At slip 0.6667 the upper half of this Ge crystal stands, apart from a whole lattice vector, exactly where the well-known cheap stacking fault of the diamond lattice would put it. Yet this row costs 1233 mJ/m², and only the row at 0.3333, which is the same short slide in the opposite direction, costs more. The reason is the plane of the cut. The crystal is parted here between its widely spaced layers, the shuffle plane, where one upright bond per surface cell joins the halves. The cheap fault belongs to the closely spaced layers, the glide plane, where the same slide lets broken bonds form again.

Ge, 6 atoms in the cell, diamond type, space group Fd-3m (227), conventional a = 5.761 Å, 23.90 Å³ an atom. Rigid slide of a crystal across a plane by tilting cell vector c, one fault a cell, unrelaxed. Ansatz 0.2.0, plane-wave PAW, scalar-relativistic; functional PBE; no spin polarisation; cutoff 420 eV; k mesh 17×17×6; Gaussian smearing of 0.15 eV; k points shifted by (0, 0, 0) mesh steps; slip vector (1, 1) multiples of cell vectors a and b.

```
slip (fraction of the slip vector)  fault energy (mJ/m²)  shear traction (GPa (slope of the fault energy along the slip))
                                 0                     0                                                             0.00
                            0.1667                   647                                                            10.38
                            0.3333                  1479                                                            -0.02
                            0.5000                  1175                                                            -1.48
                            0.6667                  1233                                                             0.00
                            0.8333                   593                                                            -8.87
```

The sizes to remember are about 1 J/m² for the fault energy near the middle of the path, or about 1 eV for each cut bond, and slopes of about 10 GPa on the way up. The shear traction is the slope of the fault energy along the slip, positive where the energy rises. All this holds for two rigid halves. Letting the atoms relax at a fixed slip can only lower the fault energies, by an amount that these runs do not give.

The slip vector leads from one perfect crystal to the next, so the energy has to rise from both ends. One step of the table, 1.18 Å, tilts the upright bond and stretches it by about 11 %. At 0.3333 and 0.6667 the bond is broken. Each atom at the cut then sits over a hollow of the layer opposite, with its three nearest atoms in that layer 3.43 Å away.

This much would give a symmetric curve. The two layers that face each other are plain triangular nets, and for such nets alone a slide forward costs the same as a slide backward. The table would then read the same from either end, and the slope at 0.5 would be zero. Instead the first top lies 246 mJ/m² above the second, and at 0.5 the energy is still falling. The lopsidedness must come from what lies behind the two faces.

Behind them, the two hollows differ. At 0.3333 each face atom stands straight over an atom of the second layer opposite, only 3.33 Å away. At 0.6667 the nearest such atom is 4.07 Å away, as far as in the undisturbed crystal. The second-layer atom already has its four bonds, so it can offer the broken bond no partner. Theory expects its filled bonds to repel the electrons of the face atom pressed against them.

The forces bear this out. The stresses and atomic forces of the same runs give the pull with which the halves attract each other across the cut, and the same recipe reproduces the tabulated shear traction. At 0.6667 the halves pull together with 1.6 GPa, while at 0.3333 they push apart with 0.3 GPa. The distance between the faces is the same in both rows, so the difference again points to the layers behind. Of the slipped rows, 0.3333 is the only one that pushes apart.

The two flanks show the same effect more weakly. The tilted bond is equally long at 0.1667 and 0.8333, yet the first costs 54 mJ/m² more. Its nearest second-layer contact is shorter, 3.53 Å against 3.90 Å, and its halves pull together less strongly. Crowding may not be the whole cause here, because the tilted bond also leans differently against the bonds behind it, and these numbers do not separate the two effects.

The row at 0.5 lies below both tops. A face atom there has two atoms of the opposite face at 3.22 Å, closer than the three at a hollow, and probably keeps more bonding with them. The traction of −1.48 GPa shows that the energy still falls as the slide goes on and the second-layer contact opens. The lowest point between the tops therefore lies somewhere between 0.5 and 0.6667, where no row was computed.

That low point is most likely a pass and not a stable fault. The row at 0.5 is equivalent to the halfway point of the direct slip along the shortest lattice vector, 4.07 Å long. This direct route leads from perfect crystal to perfect crystal between the two tops. The negative traction at 0.5 says that its easiest crossing is shifted a little towards the 0.6667 hollow. Confirming this would take a two-dimensional map of slips.

For the flanks, Frenkel's picture of a sine-shaped energy gives a useful estimate. Let T be the height of a top, d the slide from the perfect crystal to that top and x the slide so far:

E(x) = (T/2) · [1 − cos(πx/d)]

slope halfway up = πT/(2d)

For the first top, d is two steps of the table, 2.35 Å:

π × 1.479 J/m² / (2 × 2.35 × 10⁻¹⁰ m) ≈ 9.9 × 10⁹ J/m³ = 9.9 GPa

The calculation gives 10.38 GPa at 0.1667, so the estimate is about 5 % low. On the other flank it is about 7 % low. The sine takes only the height and place of each top from the table; the rows halfway up played no part in it.

The sine also puts the energy halfway up at half the top, while the computed shares are 44 % and 48 %. The real curve starts a little more gently and is then steeper. The picture cannot say why the tops differ, and a single sine over the whole slip vector would put its summit at 0.5, where the computed energy lies below both tops. The slopes are values at the sampled points and need not be the greatest ones, so they should not be quoted as the ideal shear strength. The printed output after this text gives the distances, pulls and estimates row by row.

In practice, first find out which plane a slip calculation cuts, because the same displacement means a cheap fault on one plane and a broken bond on the other. Then mind the direction: sliding the upper half the other way runs through the rows backwards and meets the lower top first. For any other slip, ask how far the upright bond is stretched, and whether an atom of the second layer lies straight across the cut.

Before such energies serve as barriers, the atoms and the gap between the halves should be relaxed at each slip. At 0.1667 a single force component reaches 0.98 eV/Å, so the rigid numbers are far from settled. The pulls suggest that the gap would at first tend to close in every slipped row except 0.3333. A run with spin is also worth making, since the broken bonds were not allowed a magnetic moment here. Two more limits remain: PBE leaves even the perfect crystal without a gap on this k mesh, unlike real germanium, and the effect of faults in neighbouring cells on each other was not tested.

Output of the analysis:

```
Shortest distances across the cut:
     row  face to face in Å  face to second layer in Å
     0.0              2.495                      4.074
  0.1667              2.758                      3.528
  0.3333              3.428                      3.326
     0.5              3.221                      3.528
  0.6667              3.428                      4.074
  0.8333              2.758                        3.9
Forces and energies:
     row  pull closing the cut in GPa  shear traction rebuilt in GPa  eV per cut bond  rise at zero smearing in mJ/m²
     0.0                    -0.008339                              0                0                               0
  0.1667                        3.503                          10.38           0.5804                           3.317
  0.3333                      -0.3231                       -0.01616            1.327                           17.06
     0.5                        1.881                         -1.478            1.054                           10.54
  0.6667                        1.642                       0.002926            1.106                           10.21
  0.8333                        4.417                         -8.869           0.5319                           4.932
Slide between neighbouring rows, Å: 1.176
Stretch of the tilted bond at slip 0.1667 and 0.8333, %: 10.56
Top at 0.3333 less top at 0.6667, mJ/m²: 246
Flank at 0.1667 less flank at 0.8333, mJ/m²: 54
Energy at 0.6667 less energy at 0.5, mJ/m²: 58
Energy at 0.1667 as share of the top at 0.3333, %: 43.75
Energy at 0.8333 as share of the top at 0.6667, %: 48.09
Slope at 0.1667 from a sine of the same height, GPa: 9.878
Slope at 0.8333 from a sine of the same height (size), GPa: 8.235
Closing pull at 0.6667 less that at 0.3333, GPa: 1.965
```
